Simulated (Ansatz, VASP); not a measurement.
Given: the input of a run of Ansatz 0.2.0 on GaAs.

Contents of input.yaml:

```yaml
crystal:
  lattice:
    - [0.0, 2.82685, 2.82685]
    - [2.82685, 0.0, 2.82685]
    - [2.82685, 2.82685, 0.0]
  atoms:
    - { symbol: As, position: [0.75, 0.75, 0.75] }
    - { symbol: Ga, position: [0.0, 0.0, 0.0] }
hamiltonian:
  xc: b3lyp
  pseudopotentials: { kind: paw }
kpoints:
  mp_grid: { grid: [4, 4, 4] }
scf:
  occupations: { method: fermi_dirac, width: 0.05 }
output:
  forces: true
  stress: true
  eigenvalues: true
relax:
  f_tol: 0.01
  max_steps: 40
  cell: { stress_tol: 0.05 }
```

Potentials or basis: Ansatz PAW.

Run with:

```console
$ ansatz run input.yaml --threads 2 --pin off --max-ram 5632MiB --backend cpu --events-out ev --progress --plain --runs-dir out
```

Q: Translate it to VASP 6.6.1. Potentials there: VASP PAW PBE potentials, release 64 (As, Ga_d).

A: As run (the cutoff follows the program's own potentials):

Contents of POSCAR:

```
GaAs
1.0
    0.0000000000      2.8268500000      2.8268500000
    2.8268500000      0.0000000000      2.8268500000
    2.8268500000      2.8268500000      0.0000000000
As Ga
1 1
Direct
    0.7500000000      0.7500000000      0.7500000000
    0.0000000000      0.0000000000      0.0000000000
```

Contents of INCAR.step1:

```
SYSTEM = GaAs
PREC = Accurate
ENCUT = 600
EDIFF = 1E-5
ISMEAR = -1
SIGMA = 0.05
LREAL = .FALSE.
LASPH = .TRUE.
NELM = 60
ALGO = Normal
LWAVE = .TRUE.
LCHARG = .FALSE.
GGA = PE
```

INCAR.step2

```
SYSTEM = GaAs
PREC = Accurate
ENCUT = 600
EDIFF = 1E-6
ISMEAR = -1
SIGMA = 0.05
LREAL = .FALSE.
LASPH = .TRUE.
NELM = 60
ALGO = Normal
ISIF = 3
LWAVE = .FALSE.
LCHARG = .FALSE.
GGA = B3
LHFCALC = .TRUE.
AEXX = 0.2
AGGAX = 0.72
AGGAC = 0.81
ALDAC = 0.19
PRECFOCK = Normal
HFRCUT = -1
IBRION = 2
NSW = 40
EDIFFG = -0.02
ISTART = 1
```

KPOINTS

```
Automatic mesh
0
G
  4 4 4
  0 0 0
```

Potentials or basis: VASP PAW PBE potentials, release 64 (As, Ga_d).

Run with:

```console
$ cat potpaw_PBE.64/As/POTCAR potpaw_PBE.64/Ga_d/POTCAR > POTCAR
$ cp INCAR.step1 INCAR
$ mpirun -np 1 vasp_std > vasp.out
$ cp INCAR.step2 INCAR
$ mpirun -np 1 vasp_std > vasp.out
```

Both were run:

|  | VASP | Ansatz | Ansatz less VASP |
| --- | --- | --- | --- |
| gap on the k mesh at the Fermi level, each at its own relaxed structure (eV) | 1.14 | 1.10 | -0.040 |
| relaxed volume (Å³/atom) | 24.01 | 24.01 | 0.000 |
| relaxed cell length with the largest relative difference (Å) | 4.080 | 4.080 | 0.0000 |
| energy change over the relaxation (meV/atom) | -18 | -18 | +0.1 |

The two sets of potentials don't hold the same shells in valence.

Caveats: the k mesh is coarse (spacing up to 0.48 Å⁻¹), so the values aren't converged, least of all with exact exchange; the PAW data sets were made with another functional, which shifts forces and pressure a little (VASP); the plane-wave basis is chosen anew once the cell has moved, so the energies of steps on either side of that aren't comparable (Ansatz); the PAW data sets come from PBE, with cores solved anew for the run's functional, which leaves a small shift of forces and pressure (Ansatz). Zero-point motion and thermal expansion aren't in these numbers.
